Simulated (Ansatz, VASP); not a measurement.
# One calculation of TiO2, two programs

```
Ti O
1.0
     6.15358   -1.88347    0.00000
     6.15358    1.88347    0.00000
    -1.92833    0.00000    6.32897
Ti O
4 8
Direct
  0.90007 0.90007 0.28960
  0.19529 0.19529 0.28376
  0.09993 0.09993 0.71040
  0.80471 0.80471 0.71624
  0.36193 0.36193 0.29340
  0.26349 0.26349 0.65250
  0.86719 0.86719 0.99529
  0.73651 0.73651 0.34750
  0.94165 0.94165 0.63002
  0.13281 0.13281 0.00471
  0.63807 0.63807 0.70660
  0.05835 0.05835 0.36998
```

The cell comes from a database or a generator and needn't be the stable form of this composition.

Alike in both runs: task band structure; functional PBE; k mesh 8 × 8 × 4; occupations fermi-dirac, width 0.05 eV; no spin polarisation.

```csv
,VASP,Ansatz
version,VASP 6.6.1,Ansatz 0.2.0
potentials or method,"VASP PAW PBE potentials, release 64 (Ti, O)",Ansatz PAW
plane-wave cutoff (eV),500,420
valence electrons in the cell,64,96
```

|  | VASP | Ansatz | Ansatz less VASP |
| --- | --- | --- | --- |
| gap on the k mesh at the Fermi level (eV) | 2.56 | 2.75 | +0.189 |
| least direct gap on the mesh (eV) | 2.72 | 2.92 | +0.199 |
| gap along the band path (eV) | 2.55 | 2.74 | +0.188 |
| pressure (GPa) | 1.9 | -1.2 | -3.02 |
| largest component of the traceless stress (GPa) | 1.20 | 0.10 | -1.098 |
| rms of the force components (eV/Å) | 0.159 | 0.053 | -0.1053 |

Atom by atom the forces differ by 0.208 eV/Å (rms over components). The two sets of potentials don't hold the same shells in valence.

Caveats: the pressure holds a Pulay correction of +0.6 GPa for the finite cutoff (Ansatz). A hybrid or GW would open this gap; PBE tends to underestimate it.
